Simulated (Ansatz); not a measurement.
# A hole started on a pair of Cl atoms pulled together in KCl (Fm-3m), part 3 of 3

Question: is an added hole in KCl (Fm-3m) a free carrier or a small polaron? The trial puts it on a pair of Cl atoms pulled together. The model is a cell of 128 host atoms; several levels of theory are compared, with their cost.

Ansatz 0.2.0; plane-wave PAW DFT, PBE0 form with 0.42 exact exchange; relaxation of all atoms of a supercell at fixed charge in a uniform background; PAW set soft_1.

So far. Step 4 (States in the gap, PBE0 (α = 0.42)): Uncorrected and at zero smearing, the relaxed cell lies 1.13 eV below the carrier in the undistorted cell. Step 5 (Placing the level against the band edges): Counted from the neutral cell, this state lies 1.03 eV below a free hole at the valence top.

In doubt: a hybrid run on one k-point (step 4), which bears on gaps, levels and energies.

### 6. Koopmans check

Level of this step: place-levels on PBE0 form with 0.42 exact exchange runs: charge-transition levels and formation energies with image-charge correction and potential alignment at the atomic sites; PAW set soft_1 (Ansatz).

With the atoms held, the hole is filled again. If the energy is linear in the filling of the trapped state, its one-particle level equals the difference of the two total energies; the miss tells whether the cure for self-interaction is too weak or too strong.

Contents of vertical.hyb.yaml:

```yaml
host:
  run: host.hyb.run
states: [qp1_M1_trap.hyb.run, q0_ideal.hyb.run, q0_M2_trap.hyb.run]
geometry_from:
  qp1_M1_trap.hyb.run: qp1_M1_trap.hrelax.run
  q0_ideal.hyb.run: q0_ideal.hrelax.run
  q0_M2_trap.hyb.run: q0_M2_trap.hrelax.run
  qp1_M1_trap.hyb.at_q0.run: qp1_M1_trap.hrelax.run
chemical_potentials: {}
epsilon: 2.38
static_epsilon: 5.25
vertical:
  - { from: qp1_M1_trap.hyb.run, to: qp1_M1_trap.hyb.at_q0.run, alignment: { sites: { defect_position: [0.25, 0.625, 0.375] } } }
```

Command:

```console
ansatz place-levels vertical.hyb.yaml -- --threads 10 --pin off --max-ram 65945MiB
```

Numbers of over 12 decimals in the logs are rounded to 6 here.

Output:

```text
[...]
(+1/0) 1.033 eV above the valence edge, 7.718 eV under the conduction edge
formation energy of charge +1: -1.033 eV with the Fermi level at the valence edge
formation energy of charge 0: -0.000 eV with the Fermi level at the valence edge
vertical +1 to 0: -4.982 eV against the conduction edge, +3.768 eV against the valence edge
  from vertical[0].from (qp1_M1_trap.hyb.run) to vertical[0].to (qp1_M1_trap.hyb.at_q0.run): correction +0.055 eV (with +0.000 eV of the moments' energy among images, +0.000 omitted), at epsilon 2.38, the first's at 5.25; [...]
  one-particle level at charge +1: +3.609 eV over the valence edge, correction -0.513 eV
  of that level: its mesh has one k-point along a cell vector, or a list of points, so that it can be tenths of an eV off: output.eigenstates.nscf_kmesh removes part of the error, and two divisions an axis in kpoints.mp_grid remove most of it
  one-particle level at charge 0: +3.894 eV over the valence edge, correction +0.624 eV
[...]
the defect's cells are sampled to repeats of 17.66 Å, like sampling
[...]
charge +1: by its potential at epsilon 2.38 it stands at 0.250 0.625 0.375, with an rms radius of about 0.9 Å (0.9 0.0 0.0 Å across the planes of the cell's vectors)
  charge 0: +0.000 eV for its dipole among its images, +0.000 omitted
[...]
of vertical[0].from (qp1_M1_trap.hyb.run): its only k-point is the zone centre, where a defect's energies can be off by tenths of an eV or more: see "From the zone centre to a mesh" in the quickstart; [...]
  of vertical[0].to (qp1_M1_trap.hyb.at_q0.run): its only k-point is the zone centre, where a defect's energies can be off by tenths of an eV or more: see "From the zone centre to a mesh" in the quickstart; [...]
```

The job ended after 0.51 s (10 threads of AMD EPYC 7R13 (Zen 3), shared host).

For the trial state:

| vertical level from total energies (eV) | its correction (eV) | one-particle level at charge +1 (eV) | at charge 0 (eV) |
| --- | --- | --- | --- |
| 3.77 | 0.06 | 3.61 | 3.89 |

All above the valence top and corrected for the images. The level at charge +1 misses the vertical level by 0.16 eV, less than the image corrections that enter it (-0.51 eV on the one-particle level, 0.06 eV on the vertical one), so the test is rough.

### 7. Relaxing again with PBEsol

The relaxed structure is now handed to a plain semilocal functional and relaxed again, to see what is left without exact exchange or U. The start is the structure of PBE0 (α = 0.42).

Contents of qp1_M1_trap.semirelax/input.yaml:

```yaml
crystal:
  checkpoint: "../qp1_M1_trap.hrelax.run"
  host: checkpoint
total_charge: 1
basis:
  ecutwfc: 420
  xc_grid: 2
hamiltonian:
  xc: pbesol
  pseudopotentials: { kind: paw, azcp: { folder: soft_1 }, xc_functional: pbe }
kpoints:
  mp_grid: { grid: [1, 1, 1] }
magnetization:
  spin_polarized: true
  initial_magnetization: 1
  spin_locking: { lock_magnetization: hard }
scf:
  occupations: { method: fermi_dirac, width: 0.01 }
  max_iter: 80
output:
  forces: true
  charged_corrections:
    epsilon: 2.38
    static_epsilon: 5.25
    defect_position: [0.25, 0.625, 0.375]
relax:
  f_tol: 0.02
  max_steps: 60
  escape_saddle: false
checkpoint:
  read: "../qp1_M1_trap.hrelax.run"
  write: "../qp1_M1_trap.semirelax.run"
  compress: false
  write_wavefunctions: true
  write_every: 100000
```

Command:

```console
ansatz run input.yaml --threads 10 --pin off --max-ram 65945MiB --backend cuda --events-out ev --progress --plain --runs-dir out
```

It took 10 s on 1 × NVIDIA H100 80GB HBM3 with 10 threads; peak memory 4.4 GiB.

The relaxation took 3 steps and gained 0.01 eV.

From the single point at the end of this step. Largest moments: 0.40 μB on Cl20, 0.40 μB on Cl52 and 0.00 μB on Cl76. The sizes of the moments in the atoms' spheres add to about 0.8 μB, shared by 2.2 atoms in effect, 95 % of it within 3.2 Å of the largest: the carrier is localised at or next to the trial site.

Uncorrected, this state lies 0.48 eV above the carrier in the undistorted cell, so it isn't favoured at this level.

The energy against the free carrier goes from -1.03 eV (PBE0 (α = 0.42)) to 0.72 eV, and the gap from 8.75 to 5.10 eV.

### 8. Atoms held, PBE0 (α = 0.15)

With the atoms held, the share of exact exchange is changed, to see how the carrier and its level follow it.

Contents of qp1_M1_trap.hyb2/input.yaml:

```yaml
crystal:
  checkpoint: "../qp1_M1_trap.hrelax.run"
  host: checkpoint
total_charge: 1
basis:
  ecutwfc: 420
  xc_grid: 2
hamiltonian:
  xc: { preset: pbe0, exx: 0.15 }
  pseudopotentials: { kind: paw, azcp: { folder: soft_1 } }
kpoints:
  mp_grid: { grid: [1, 1, 1] }
magnetization:
  spin_polarized: true
  initial_magnetization: 1
  spin_locking: { lock_magnetization: hard }
scf:
  occupations: { method: fixed }
  max_iter: 80
output:
  forces: true
  charged_corrections:
    epsilon: 2.38
    static_epsilon: 5.25
    defect_position: [0.25, 0.625, 0.375]
  eigenvalues: true
  eigenstates: { localisation: true }
  populations: true
  efg: {}
  write_density: true
  write_potential: true
  volumetric_format: npy
checkpoint:
  read: "../qp1_M1_trap.hrelax.run"
  write: "../qp1_M1_trap.hyb2.run"
  compress: false
  write_wavefunctions: true
  write_every: 100000
```

Run time: 54 s. Hardware: 1 × NVIDIA H100 80GB HBM3 with 10 threads; peak memory 4.4 GiB; 3.8 min of CPU time.

Largest moments: 0.41 μB on Cl52, 0.41 μB on Cl20 and 0.00 μB on Cl84. The sizes of the moments in the atoms' spheres add to about 0.8 μB, shared by 2.1 atoms in effect, 99 % of it within 3.2 Å of the largest: the carrier is localised at or next to the trial site.

The energy against the free carrier goes from -1.03 eV (PBE0 (α = 0.42)) to 0.23 eV, and the gap from 8.75 to 6.50 eV.

### 9. All levels of theory side by side

| level of theory | atoms | gap (eV) | atoms that share the moment | localised | energy against the free hole (eV) | Koopmans miss (eV) | time for the trial state |
| --- | --- | --- | --- | --- | --- | --- | --- |
| PBE0 (α = 0.42) † | relaxed | 8.75 | 2.0 | yes | -1.03 | -0.16 | 4.9 min |
| PBEsol | relaxed | 5.10 | 2.2 | yes | 0.72 | - | 22 s |
| PBE0 (α = 0.15) † | held | 6.50 | 2.1 | yes | 0.23 | -1.26 | 54 s |

† Here the hybrid relaxation or its single point carries a warning about the state that it reached (a narrow gap in its semilocal warm-up or between frontier levels), so a lower state with the carrier may exist.

### 10. What came out

```
carrier localised (PBEsol)                           : yes
state found, lowest state in doubt (PBE0 (α = 0.42)) : localised
```

In words: With PBE0 (α = 0.42) the hole is localised, shared by Cl52 and Cl20, and lies 1.03 eV below the free carrier: a stable small polaron at this level. The hybrid relaxation or its single point carries a warning about the state that it reached (a narrow gap in its semilocal warm-up or between frontier levels), so a lower state with the carrier may exist; the numbers describe the state found. The hole binds Cl52 and Cl20 into a pair, 4.41 Å apart without it and 2.62 Å with it (PBE0 (α = 0.42)). It stays localised at every relaxed level of theory in the table, while the energy, each against its own band edge, runs from -1.03 to 0.72 eV. With PBEsol the localised state lies above the free carrier, so it is only metastable there. PBE0 (α = 0.42) meets the Koopmans condition for the level at charge +1 within 0.16 eV, which is inside the error of levels at one k-point in a cell of this size. A relaxation step took 35 s with PBE0 (α = 0.42) and 3.4 s with PBEsol. The point with the carrier in the undistorted cell ran without the search for lower states. One trial site was relaxed, so another site or form can lie lower. Keep in mind: no wide search over starts, one cell size, no temperature.

[Logs are printed without paths, hosts, clocks, repeated set-up lines and the standing remarks that a program may print on its own settings, such as how far it seeks lower states.]

[Hosts, paths, dates, database ids (printed as entryN), source tags and the programs' standing remarks are cut or masked in the printed files.]

[For some hosts the program warned that the k-mesh of the response run may be too coarse for force constants and the static dielectric constant; such warnings are not shown here.]
